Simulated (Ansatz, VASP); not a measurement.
# One calculation of Sc, two programs

File INCAR:

```
PREC     = Accurate       # precision mode
ENCUT    = 520            # plane-wave cutoff, eV
EDIFF    = 1E-6           # SCF threshold, eV
ISMEAR   = 1              # smearing method
SIGMA    = 0.05           # smearing width, eV
LREAL    = False          # projectors in reciprocal space
LASPH    = True           # aspherical terms in the spheres
NELM     = 80             # most SCF steps
ALGO     = Normal         # electronic algorithm
ISIF     = 2              # what is computed and relaxed
LWAVE    = False          # write WAVECAR
LCHARG   = True           # write CHGCAR
LELF     = True           # ELF
LVHAR    = True         
NBANDS   = 12             # bands
```

The input KPOINTS:

```
Automatic mesh
0
Gamma
  10 10 10
```

The input POSCAR:

```
Sc
1.0
    0.0000000000      2.2600000000      2.2600000000
    2.2600000000      0.0000000000      2.2600000000
    2.2600000000      2.2600000000      0.0000000000
Sc
1
Direct
    0.0000000000      0.0000000000      0.0000000000
```

The input input.yaml:

```yaml
crystal:
  lattice:
    - [0.0, 2.26, 2.26]
    - [2.26, 0.0, 2.26]
    - [2.26, 2.26, 0.0]
  atoms:
    - { symbol: Sc, position: [0.0, 0.0, 0.0] }
hamiltonian:
  xc: lda
  pseudopotentials: { kind: paw, accuracy: stringent, xc_functional: pbe }
kpoints:
  mp_grid: { grid: [10, 10, 10] }
scf:
  occupations: { method: cold, width: 0.05 }
output:
  forces: true
  stress: true
  eigenvalues: true
```

This isn't the form of Sc at room conditions, which is hcp.

Alike in both runs: task single point; functional LDA; k mesh 10 × 10 × 10; no spin polarisation.

|  | VASP | Ansatz |
| --- | --- | --- |
| version | VASP 6.6.1 | Ansatz 0.2.0 |
| potentials or method | VASP PAW LDA potentials, release 64 (Sc_sv) | SSSP precision PAW |
| plane-wave cutoff (eV) | 520 | 1225 |
| occupations | methfessel-paxton of order 1, width 0.05 eV | cold, width 0.05 eV |
| valence electrons in the cell | 11 | 11 |

Ansatz gave:

```
gap on the k mesh at the Fermi level (eV) : none
pressure (GPa)                            : -1.6
```

Task: Estimate VASP's values.

Result: gap on the k mesh at the Fermi level (eV): none; pressure (GPa): -1.5.

A gap of «none» marks a metal or a gap that the smearing closes.
